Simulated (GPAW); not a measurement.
Set up this calculation in GPAW 26.7.0, as an ASE script.

* Task: equation of state
* Functional: RPBE
* Potentials or basis: the program's PAW data sets (release 1.2.1) made for this functional
* Cutoff: 600 eV
* Basis: pw
* k mesh: 9 × 9 × 9
* Occupations: fermi-dirac, width 0.05 eV
* Spin: no spin polarisation
* Maxiter: 150
* Eos scales: [0.94, 0.96, 0.98, 1.0, 1.02, 1.04, 1.06]

The structure of Pd lies in Pd.cif:

```cif
data_Pd
_cell_length_a 3.89300000
_cell_length_b 3.89300000
_cell_length_c 3.89300000
_cell_angle_alpha 90.00000000
_cell_angle_beta 90.00000000
_cell_angle_gamma 90.00000000
_space_group_name_H-M_alt 'Fm-3m'
_space_group_name_Hall '-F 4 2 3'
_space_group_IT_number 225
loop_
_space_group_symop_operation_xyz
'x,y,z'
'-x,-y,-z'
'-y,x,z'
'y,-x,-z'
'-x,-y,z'
'x,y,-z'
'y,-x,z'
'-y,x,-z'
'x,-y,-z'
'-x,y,z'
'-y,-x,-z'
'y,x,z'
'-x,y,-z'
'x,-y,z'
'y,x,-z'
'-y,-x,z'
'z,x,y'
'-z,-x,-y'
'z,-y,x'
'-z,y,-x'
'z,-x,-y'
'-z,x,y'
'z,y,-x'
'-z,-y,x'
'-z,x,-y'
'z,-x,y'
'-z,-y,-x'
'z,y,x'
'-z,-x,y'
'z,x,-y'
'-z,y,x'
'z,-y,-x'
'y,z,x'
'-y,-z,-x'
'x,z,-y'
'-x,-z,y'
'-y,z,-x'
'y,-z,x'
'-x,z,y'
'x,-z,-y'
'-y,-z,x'
'y,z,-x'
'-x,-z,-y'
'x,z,y'
'y,-z,-x'
'-y,z,x'
'x,-z,y'
'-x,z,-y'
'x,y+1/2,z+1/2'
'-x,-y+1/2,-z+1/2'
'-y,x+1/2,z+1/2'
'y,-x+1/2,-z+1/2'
'-x,-y+1/2,z+1/2'
'x,y+1/2,-z+1/2'
'y,-x+1/2,z+1/2'
'-y,x+1/2,-z+1/2'
'x,-y+1/2,-z+1/2'
'-x,y+1/2,z+1/2'
'-y,-x+1/2,-z+1/2'
'y,x+1/2,z+1/2'
'-x,y+1/2,-z+1/2'
'x,-y+1/2,z+1/2'
'y,x+1/2,-z+1/2'
'-y,-x+1/2,z+1/2'
'z,x+1/2,y+1/2'
'-z,-x+1/2,-y+1/2'
'z,-y+1/2,x+1/2'
'-z,y+1/2,-x+1/2'
'z,-x+1/2,-y+1/2'
'-z,x+1/2,y+1/2'
'z,y+1/2,-x+1/2'
'-z,-y+1/2,x+1/2'
'-z,x+1/2,-y+1/2'
'z,-x+1/2,y+1/2'
'-z,-y+1/2,-x+1/2'
'z,y+1/2,x+1/2'
'-z,-x+1/2,y+1/2'
'z,x+1/2,-y+1/2'
'-z,y+1/2,x+1/2'
'z,-y+1/2,-x+1/2'
'y,z+1/2,x+1/2'
'-y,-z+1/2,-x+1/2'
'x,z+1/2,-y+1/2'
'-x,-z+1/2,y+1/2'
'-y,z+1/2,-x+1/2'
'y,-z+1/2,x+1/2'
'-x,z+1/2,y+1/2'
'x,-z+1/2,-y+1/2'
'-y,-z+1/2,x+1/2'
'y,z+1/2,-x+1/2'
'-x,-z+1/2,-y+1/2'
'x,z+1/2,y+1/2'
'y,-z+1/2,-x+1/2'
'-y,z+1/2,x+1/2'
'x,-z+1/2,y+1/2'
'-x,z+1/2,-y+1/2'
'x+1/2,y,z+1/2'
'-x+1/2,-y,-z+1/2'
'-y+1/2,x,z+1/2'
'y+1/2,-x,-z+1/2'
'-x+1/2,-y,z+1/2'
'x+1/2,y,-z+1/2'
'y+1/2,-x,z+1/2'
'-y+1/2,x,-z+1/2'
'x+1/2,-y,-z+1/2'
'-x+1/2,y,z+1/2'
'-y+1/2,-x,-z+1/2'
'y+1/2,x,z+1/2'
'-x+1/2,y,-z+1/2'
'x+1/2,-y,z+1/2'
'y+1/2,x,-z+1/2'
'-y+1/2,-x,z+1/2'
'z+1/2,x,y+1/2'
'-z+1/2,-x,-y+1/2'
'z+1/2,-y,x+1/2'
'-z+1/2,y,-x+1/2'
'z+1/2,-x,-y+1/2'
'-z+1/2,x,y+1/2'
'z+1/2,y,-x+1/2'
'-z+1/2,-y,x+1/2'
'-z+1/2,x,-y+1/2'
'z+1/2,-x,y+1/2'
'-z+1/2,-y,-x+1/2'
'z+1/2,y,x+1/2'
'-z+1/2,-x,y+1/2'
'z+1/2,x,-y+1/2'
'-z+1/2,y,x+1/2'
'z+1/2,-y,-x+1/2'
'y+1/2,z,x+1/2'
'-y+1/2,-z,-x+1/2'
'x+1/2,z,-y+1/2'
'-x+1/2,-z,y+1/2'
'-y+1/2,z,-x+1/2'
'y+1/2,-z,x+1/2'
'-x+1/2,z,y+1/2'
'x+1/2,-z,-y+1/2'
'-y+1/2,-z,x+1/2'
'y+1/2,z,-x+1/2'
'-x+1/2,-z,-y+1/2'
'x+1/2,z,y+1/2'
'y+1/2,-z,-x+1/2'
'-y+1/2,z,x+1/2'
'x+1/2,-z,y+1/2'
'-x+1/2,z,-y+1/2'
'x+1/2,y+1/2,z'
'-x+1/2,-y+1/2,-z'
'-y+1/2,x+1/2,z'
'y+1/2,-x+1/2,-z'
'-x+1/2,-y+1/2,z'
'x+1/2,y+1/2,-z'
'y+1/2,-x+1/2,z'
'-y+1/2,x+1/2,-z'
'x+1/2,-y+1/2,-z'
'-x+1/2,y+1/2,z'
'-y+1/2,-x+1/2,-z'
'y+1/2,x+1/2,z'
'-x+1/2,y+1/2,-z'
'x+1/2,-y+1/2,z'
'y+1/2,x+1/2,-z'
'-y+1/2,-x+1/2,z'
'z+1/2,x+1/2,y'
'-z+1/2,-x+1/2,-y'
'z+1/2,-y+1/2,x'
'-z+1/2,y+1/2,-x'
'z+1/2,-x+1/2,-y'
'-z+1/2,x+1/2,y'
'z+1/2,y+1/2,-x'
'-z+1/2,-y+1/2,x'
'-z+1/2,x+1/2,-y'
'z+1/2,-x+1/2,y'
'-z+1/2,-y+1/2,-x'
'z+1/2,y+1/2,x'
'-z+1/2,-x+1/2,y'
'z+1/2,x+1/2,-y'
'-z+1/2,y+1/2,x'
'z+1/2,-y+1/2,-x'
'y+1/2,z+1/2,x'
'-y+1/2,-z+1/2,-x'
'x+1/2,z+1/2,-y'
'-x+1/2,-z+1/2,y'
'-y+1/2,z+1/2,-x'
'y+1/2,-z+1/2,x'
'-x+1/2,z+1/2,y'
'x+1/2,-z+1/2,-y'
'-y+1/2,-z+1/2,x'
'y+1/2,z+1/2,-x'
'-x+1/2,-z+1/2,-y'
'x+1/2,z+1/2,y'
'y+1/2,-z+1/2,-x'
'-y+1/2,z+1/2,x'
'x+1/2,-z+1/2,y'
'-x+1/2,z+1/2,-y'
loop_
_atom_site_label
_atom_site_type_symbol
_atom_site_symmetry_multiplicity
_atom_site_Wyckoff_symbol
_atom_site_fract_x
_atom_site_fract_y
_atom_site_fract_z
_atom_site_occupancy
Pd1 Pd 4 a 0.0000000000 0.0000000000 0.0000000000 1
```

These files were run (other wordings do the same):

run.py

```python
import spglib
from ase import Atoms
from ase.eos import EquationOfState
from ase.io import Trajectory, read
from ase.units import GPa
from gpaw import GPAW, PW

atoms = read('Pd.cif')
cell, positions, numbers = spglib.find_primitive(
    (atoms.cell[:], atoms.get_scaled_positions(), atoms.numbers), symprec=1e-4)
atoms = Atoms(numbers, cell=cell, scaled_positions=positions, pbc=True)

traj = Trajectory('eos.traj', 'w')
volumes, energies = [], []
for x in [0.94, 0.96, 0.98, 1.0, 1.02, 1.04, 1.06]:
    a = atoms.copy()
    a.set_cell(atoms.cell * x**(1 / 3), scale_atoms=True)
    calc = GPAW(mode=PW(600),
                xc='RPBE',
                kpts={'size': (9, 9, 9), 'gamma': True},
                occupations={'name': 'fermi-dirac', 'width': 0.05},
                nbands=17,
                convergence={'density': 1e-05, 'energy': 1e-05},
                maxiter=150,
                txt=f'eos-{x:.2f}.txt')
    a.calc = calc
    energies.append(a.get_potential_energy(force_consistent=True))
    volumes.append(a.get_volume())
    p = -a.get_stress()[:3].mean() / GPa
    calc.write(f'eos-{x:.2f}.gpw')
    traj.write(a)
    print(f'{x:.2f} {volumes[-1]:10.4f} A^3 {energies[-1]:14.6f} eV {p:9.3f} GPa', flush=True)

v0, e0, B = EquationOfState(volumes, energies, eos='birchmurnaghan').fit()
print(f'V0 = {v0:.4f} A^3, E0 = {e0:.6f} eV, B0 = {B / GPa:.2f} GPa')
```

Potentials or basis: the program's PAW data sets (release 1.2.1) made for this functional, pw.

Run with:

```sh
$ OMP_NUM_THREADS=1 python run.py
```

It gave:

```
Equilibrium volume : 15.74 Å³/atom (rough: see the caveat)
Bulk modulus       : 151 GPa (rough)
```

Caveat: the minimum lies outside the volumes run.

Run time: 38 s on 1 thread of Arm Neoverse V1 (shared host), peak memory 0.18 GiB.
